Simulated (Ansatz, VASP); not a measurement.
**Al: VASP beside Ansatz**

INCAR

```
PREC     = Accurate       # precision mode
ENCUT    = 520            # plane-wave cutoff, eV
EDIFF    = 1E-7           # SCF threshold, eV
ISMEAR   = -1             # smearing method
SIGMA    = 0.1            # smearing width, eV
LREAL    = False          # projectors in reciprocal space
LASPH    = True           # aspherical terms in the spheres
NELM     = 100            # most SCF steps
ALGO     = Normal         # electronic algorithm
ISIF     = 2              # what is computed and relaxed
LWAVE    = False          # write WAVECAR
LCHARG   = False          # write CHGCAR
GGA      = B5             # functional
ALDAX    = 1.0          
AGGAX    = 1.0          
AGGAC    = 1.0          
ALDAC    = 0.0          
NBANDS   = 8              # bands
```

KPOINTS

```
Automatic mesh
0
Gamma
  13 13 13
```

The input POSCAR:

```
Al
1.0
    2.8604823551      0.0000000000      0.0000000000
    0.0000000000      2.8604823551      0.0000000000
    0.0000000000      0.0000000000      2.8604823551
Al
1
Direct
    0.0000000000      0.0000000000      0.0000000000
```

Input for Ansatz:

```yaml
crystal:
  lattice:
    - [2.8604823551, 0.0, 0.0]
    - [0.0, 2.8604823551, 0.0]
    - [0.0, 0.0, 2.8604823551]
  atoms:
    - { symbol: Al, position: [0.0, 0.0, 0.0] }
hamiltonian:
  xc: blyp
  pseudopotentials:
    kind: paw
    azcp:
      Al: "pseudopotentials/Al.paw.azcp"
basis:
  ecutwfc: 420
  fft_grid_basis: typed
kpoints:
  mp_grid: { grid: [13, 13, 13], shift: [0, 0, 0] }
magnetization:
  spin_polarized: false
scf:
  occupations: { method: fermi_dirac, width: 0.1 }
  lower_state_search: "off"
output:
  stress: true
```

Alike in both runs: task single point; functional BLYP; k mesh 13 × 13 × 13; occupations fermi-dirac, width 0.1 eV; no spin polarisation.

|  | VASP | Ansatz |
| --- | --- | --- |
| version | VASP 6.6.1 | Ansatz 0.2.0 |
| potentials or method | VASP PAW PBE potentials, release 64 (Al) | plane waves (420 eV) with PAW, scalar-relativistic |
| plane-wave cutoff (eV) | 520 | 420 |
| valence electrons in the cell | 3 | 3 |

|  | VASP | Ansatz | Ansatz less VASP |
| --- | --- | --- | --- |
| pressure (GPa) | -2.6 | -2.6 | -0.03 |

Caveats: the PAW data sets were made with another functional, which shifts forces and pressure a little (VASP).
